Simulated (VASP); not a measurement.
Crystal: CdTe.

```
Cd Te
1.0
     0.00000    3.20500    3.20500
     3.20500    0.00000    3.20500
     3.20500    3.20500    0.00000
Cd Te
1 1
Direct
  0.00000 0.00000 0.00000
  0.25000 0.25000 0.25000
```

| Item | Value |
| --- | --- |
| Program | VASP 6.6.1 |
| Task | relaxation of cell and atoms |
| Functional | PBE |
| Potentials or basis | VASP PAW PBE potentials, release 64 (Cd, Te) |
| Cutoff | 600 eV |
| k mesh | 8 × 8 × 8 |
| Occupations | gaussian, width 0.03 eV |
| Spin | no spin polarisation |

At the start: pressure 4.4 GPa; volume 32.92 Å³/atom.

Q: How do energy, volume and symmetry change on relaxing?

A: Over 3 steps the energy falls by 42.0 meV/atom and the volume is 36.30 Å³/atom (+10.3 %); space group F-43m (No. 216, to 0.05 Å).

Step by step:
| step | energy change (eV) | largest force (eV/Å) | pressure (GPa) | volume (Å³) |
| --- | --- | --- | --- | --- |
| 1 | 0.0000 | 0.0000 | 4.35 | 65.84 |
| 2 | -0.0777 | 0.0000 | -0.93 | 74.74 |
| 3 | -0.0840 | 0.0000 | 0.02 | 72.60 |

Final structure:
```
Cd Te
1.0
     0.00000    3.31114    3.31114
     3.31114    0.00000    3.31114
     3.31114    3.31114    0.00000
Cd Te
1 1
Cartesian
  0.0000 0.0000 0.0000
  1.6556 1.6556 1.6556
```

Caveat: the volume moved by +10 % from the deposited cell, more than functionals usually miss.
